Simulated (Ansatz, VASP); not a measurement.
## PbSe2 in VASP and in Ansatz

File INCAR:

```
SYSTEM = PbSe2
PREC     = Accurate       ! precision mode
ENCUT    = 520            ! plane-wave cutoff, eV
EDIFF    = 1E-7           ! SCF threshold, eV
ISMEAR   = -1             ! smearing method
SIGMA    = 0.05           ! smearing width, eV
LREAL    = .False.        ! projectors in reciprocal space
LASPH    = .True.         ! aspherical terms in the spheres
NELM     = 60             ! most SCF steps
ALGO     = Normal         ! electronic algorithm
ISIF     = 2              ! what is computed and relaxed
LWAVE    = .False.        ! write WAVECAR
LCHARG   = .False.        ! write CHGCAR
GGA      = PS             ! functional
NBANDS   = 35             ! bands
KPAR     = 2
```

KPOINTS

```
Automatic mesh
0
Gamma
  6 6 6
  0 0 0
```

File POSCAR:

```
PbSe2
1.0
   -3.2386329600      3.2386329600      3.9021962900
    3.2386329600     -3.2386329600      3.9021962900
    3.2386329600      3.2386329600     -3.9021962900
Pb Se
2 4
Direct
    0.7566320000      0.7519020000      0.0004470000
    0.2477630000      0.2499350000     -0.0020250000
    0.1263770000      0.3653910000      0.4926930000
    0.8661660000      0.6257750000      0.4981590000
    0.3599450000      0.8741220000      0.2352490000
    0.6241290000      0.1241610000      0.7517090000
```

input.yaml

```yaml
crystal:
  lattice:
    - [-3.23863296, 3.23863296, 3.90219629]
    - [3.23863296, -3.23863296, 3.90219629]
    - [3.23863296, 3.23863296, -3.90219629]
  atoms:
    - { symbol: Pb, position: [0.756632, 0.751902, 0.000447] }
    - { symbol: Pb, position: [0.247763, 0.249935, -0.002025] }
    - { symbol: Se, position: [0.126377, 0.365391, 0.492693] }
    - { symbol: Se, position: [0.866166, 0.625775, 0.498159] }
    - { symbol: Se, position: [0.359945, 0.874122, 0.235249] }
    - { symbol: Se, position: [0.624129, 0.124161, 0.751709] }
hamiltonian:
  xc: pbesol
  pseudopotentials: { kind: paw }
kpoints:
  mp_grid: { grid: [6, 6, 6] }
scf:
  occupations: { method: fermi_dirac, width: 0.05 }
output:
  forces: true
  stress: true
  eigenvalues: true
```

Change from the starting cell: atoms moved at random, drawn with an rms of 0.05 Å.

Alike in both runs: task single point; functional PBEsol; k mesh 6 × 6 × 6; occupations fermi-dirac, width 0.05 eV; no spin polarisation.

|  | VASP | Ansatz |
| --- | --- | --- |
| version | VASP 6.6.1 | Ansatz 0.2.0 |
| potentials or method | VASP PAW PBE potentials, release 64 (Pb_d, Se) | Ansatz PAW |
| plane-wave cutoff (eV) | 520 | 420 |
| valence electrons in the cell | 52 | 92 |

VASP gave:

```
gap on the k mesh at the Fermi level (eV)       : none
pressure (GPa)                                  : -1.7
largest component of the traceless stress (GPa) : 0.16
rms of the force components (eV/Å)              : 0.126
```

Question: Estimate Ansatz's values.

Answer: gap on the k mesh at the Fermi level (eV): none; pressure (GPa): -1.8; largest component of the traceless stress (GPa): 0.16; rms of the force components (eV/Å): 0.113.

Atom by atom the forces differ by 0.015 eV/Å (rms over components). A gap of «none» marks a metal or a gap that the smearing closes. The functional is the same, so the differences come from potentials, cutoffs and numerics. The two sets of potentials don't hold the same shells in valence.

Caveats: the PAW data sets were made with another functional, which shifts forces and pressure a little (VASP); the PAW data sets come from PBE, with cores solved anew for the run's functional, which leaves a small shift of forces and pressure (Ansatz). Spin-orbit coupling is left out, which matters for the levels of Pb.
